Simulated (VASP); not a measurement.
Ge under changes of volume

One of the cells (17.935 Å³/atom); the others are scaled copies at fixed shape and fractional positions:

```
Ge
1.0
    -2.54078    2.54078    1.38909
     2.54078   -2.54078    1.38909
     2.54078    2.54078   -1.38909
Ge
2
Direct
  0.50000 0.50000 0.00000
  0.25000 0.75000 0.50000
```

This isn't the form of Ge at room conditions, which is diamond.

| Item | Value |
| --- | --- |
| Program | VASP 6.6.1 |
| Functional | LDA |
| Potentials or basis | VASP PAW LDA potentials, release 64 (Ge_d) |
| Cutoff | 520 eV |
| k mesh | 10 × 10 × 10 |
| Occupations | fermi-dirac, width 0.05 eV |
| Spin | no spin polarisation |

| volume (Å³/atom) | energy over the lowest point (meV/atom) | pressure (GPa) |
| --- | --- | --- |
| 17.217 | 8.42 | 4.3 |
| 17.576 | ? | ? |
| 17.935 | 0.00 | 0.6 |
| 18.293 | 1.65 | -1.1 |
| 18.652 | 6.65 | -2.8 |

Problem. What does the run at 17.576 Å³/atom give?

Solution. Energy over the lowest point 2.11 meV/atom; pressure 2.1 GPa.

Worked out: A Birch-Murnaghan fit of order 2 (a polynomial in V^(-2/3)) to the other rows has its minimum at 17.95 Å³/atom with B0 = V·E''(V) = 83 GPa at fixed shape and positions, which overstates the stiffness. It gives 2.14 meV/atom at 17.576 Å³/atom, against the run's 2.11, and -dE/dV = 1.8 GPa, against 2.1.

Energies are extrapolated to zero smearing.
